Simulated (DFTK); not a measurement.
Crystal: WS2 (Tungstenite).

```xyz
6
Lattice="3.1800 0.0000 0.0000 -1.5900 2.7540 0.0000 0.0000 0.0000 12.5000" Properties=species:S:1:pos:R:3 pbc="T T T"
W     1.5900    0.9180    9.3750
W     0.0000    1.8360    3.1250
S     1.5900    0.9180    4.6875
S     0.0000    1.8360   10.9375
S     1.5900    0.9180    1.5625
S     0.0000    1.8360    7.8125
```

Base run:

| Property | Result |
| --- | --- |
| Program | DFTK 0.8.2 |
| Functional | PBE |
| Potentials or basis | dojo.nc.sr.pbe.v0_4_1.standard.upf (PBE) |
| Cutoff | 1007 eV |
| k mesh | 10 × 10 × 3 |
| Occupations | fermi-dirac, width 0.05 eV |
| Spin | no spin polarisation |

Its results: band gap on the k mesh 1.12 eV, indirect (least direct gap 2.08 eV); pressure 2.3 GPa; largest force 0.134 eV/Å.

Q: The run is repeated on the same cell with these changes: functional from PBE to PBEsol; potentials or basis from dojo.nc.sr.pbe.v0_4_1.standard.upf (PBE) to dojo.nc.sr.pbesol.v0_4_1.standard.upf (PBEsol). What comes out?

A: Band gap on the k mesh 1.08 eV, indirect (least direct gap 2.07 eV); pressure -2.7 GPa; largest force 0.151 eV/Å.

Caveats: spin-orbit coupling is left out, which moves the levels of the heavy elements; an odd mesh through Γ misses points on the zone boundary, where band edges often lie; this functional lacks dispersion, which binds the layers, so the pressure and a relaxed spacing across them are unreliable.

Not every run made on this cell is shown here.
